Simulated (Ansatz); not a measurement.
# CaO: moving Ca off its site

CaO, Fm-3m, a = 4.898 Å (as given, not relaxed at this level: -4.0 GPa). Ansatz: PBE, PAW, 420 eV, Γ-centred 8×8×8 mesh on 2 atoms, Gaussian smearing 0.05 eV; no spin polarisation.

```
CELL_PARAMETERS angstrom
0.00000 2.44900 2.44900
2.44900 0.00000 2.44900
2.44900 2.44900 0.00000
ATOMIC_POSITIONS crystal
Ca 0.00000 0.00000 0.00000
O 0.50000 0.50000 0.50000
```

Atom 1 (Ca) moves by x along the unit vector (0.000, 0.000, 1.000), with its periodic images; all else is held. y is the free energy of the cell over the start, F the force along the path summed over the moved atoms. Symmetry makes y even in x.

| x (Å) | y (meV) | F (eV/Å) |
| --- | --- | --- |
| -0.200 | ? | ? |
| -0.100 | 11.11 | 0.23 |
| 0.000 | 0.00 | 0.00 |
| 0.025 | 0.67 | -0.05 |
| 0.050 | 2.70 | -0.11 |
| 0.075 | 6.15 | -0.17 |
| 0.125 | 17.73 | -0.30 |
| 0.150 | 26.19 | -0.38 |
| 0.175 | 36.70 | -0.46 |

Task: Fit y = c2 x² + c4 x⁴ to the energies of the other rows, give the force constant, and predict energy and force of the missing row.

Result: Least squares on the rows shown. y = 1068.8 x² + 4231.1 x⁴. The force constant is 2 c2 = 2.14 eV/Å², for the cell as given, at -4.0 GPa (for all images moving together, not for a lone atom). With two atoms in a cubic cell this is the optical mode at Γ without the LO field: ω = 521.5 √(2 c2/μ) = 225 cm⁻¹ for μ = 11.43 u. The force −dy/dx at the missing row is 0.56 eV/Å (computed 0.56). At x = -0.200 the fit asked for gives 49.52 meV. The run gave 49.53 meV, so the fit is 0.01 meV too low, a small miss on the scale of the series.